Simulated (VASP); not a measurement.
## GaP: band structure with LDA

Crystal: GaP.

```
Ga P
1.0
     0.00000    2.72525    2.72525
     2.72525    0.00000    2.72525
     2.72525    2.72525    0.00000
Ga P
1 1
Cartesian
  0.0000 0.0000 0.0000
  4.0879 4.0879 4.0879
```

```
Program                : VASP 6.6.1
Task                   : band structure
Functional             : LDA
Potentials or basis    : VASP PAW LDA potentials, release 64 (Ga_d, P)
Cutoff                 : 520 eV
k mesh                 : 6 × 6 × 6
Occupations            : gaussian, width 0.02 eV
Spin                   : spin-orbit coupling, no magnetisation
Ladder                 : gaps
Further INCAR settings : ALGO = Fast; EDIFF = 1e-07; NBANDS = 30
```

```yaml
Pressure: -2.6 GPa
Valence_electrons_inside_the_program's_atomic_spheres: Ga 11.74; P 2.54
```

It took 2.3 min on 2 MPI ranks on Intel(R) Xeon(R) Platinum 8488C (Sapphire Rapids), with other jobs on the host, peak memory 0.26 GiB a rank.
